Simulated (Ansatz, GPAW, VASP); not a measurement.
## Pb: 4 runs at one level of theory

```
CELL_PARAMETERS angstrom
0.00000 2.47502 2.47502
2.47502 0.00000 2.47502
2.47502 2.47502 0.00000
ATOMIC_POSITIONS crystal
Pb 0.00000 0.00000 0.00000
```

Alike in all runs: task single point; functional RPBE; k mesh 9 × 9 × 9; occupations gaussian, width 0.02 eV; no spin polarisation; no spin-orbit coupling. Pressure is positive in compression and, in plane waves, holds the error of the finite cutoff, which Ansatz's Pulay term estimates and takes out.

| program and potentials | plane-wave cutoff (eV) | notes | pressure (GPa) |
| --- | --- | --- | --- |
| Ansatz, Ansatz PAW | 420 | potentials made for PBE, which Ansatz adapts in part; 14 valence electrons an atom on average; Pulay term of +0.02 GPa included | 3.86 |
| VASP, PBE PAW files Pb, 500 eV | 500 | potentials made for PBE; 4 valence electrons an atom on average | 3.54 |
| GPAW, the program's PAW data sets (release 1.2.1) made for this functional | 600 | 14 valence electrons an atom on average | 3.61 |
| Ansatz, all-electron LAPW, scalar-relativistic | - | - | 3.87 |

The pressure spans 3.54 (VASP, PBE PAW files Pb, 500 eV) to 3.87 GPa (Ansatz, all-electron LAPW, scalar-relativistic), with all-electron results at 3.87. Some sets were made for another functional than the one run, which can shift their rows.

The functional is the same throughout but for its coding, so the spread measures potentials, basis and numerics; runs on potential files found faulty are left out.
